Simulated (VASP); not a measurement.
A run of VASP 6.6.1:

Contents of INCAR:

```
SYSTEM = CdSe
ALGO = Normal ; EDIFF = 1E-7
EDIFFG = -0.01 ; ENCUT = 600
GGA = PE ; IBRION = 2
ISIF = 4 ; ISMEAR = 0
LASPH = .TRUE. ; LCHARG = .FALSE.
LREAL = .FALSE. ; LWAVE = .FALSE.
NELM = 80 ; NSW = 40
PREC = Accurate ; SIGMA = 0.03
```

File KPOINTS:

```
k-points
0
G
  9 9 4
  0 0 0
```

The input POSCAR:

```
CdSe                                    
1.0
    4.3305952681     -0.0000000000      0.0000000000
   -2.1652976341      3.7504055158      0.0000000000
    0.0000000000      0.0000000000      7.0677505343
  Cd              Se            
     2     2
Direct
     0.3333333332999970    0.6666666667000030    0.0045799279776138
     0.6666666667000030    0.3333333332999970    0.5045799279776138
     0.3333333332999970    0.6666666667000030    0.3804200720223842
     0.6666666667000030    0.3333333332999970    0.8804200720223843
```

Potentials or basis: VASP PAW PBE potentials, release 64 (Cd, Se).

Launch:

```bash
$ cat potpaw_PBE.64/Cd/POTCAR potpaw_PBE.64/Se/POTCAR > POTCAR
$ mpirun -np 1 vasp_std > vasp.out
```

Hardware: 1 thread of Intel(R) Xeon(R) Platinum 8488C (Sapphire Rapids), on a shared host.

**Question.** Estimate the wall time of this run.

**Answer.** Wall time 75 s on 1 thread of Intel(R) Xeon(R) Platinum 8488C (Sapphire Rapids) (shared host), peak memory 0.31 GiB. Counts: scf iterations 16, k points 36, ion steps 1.
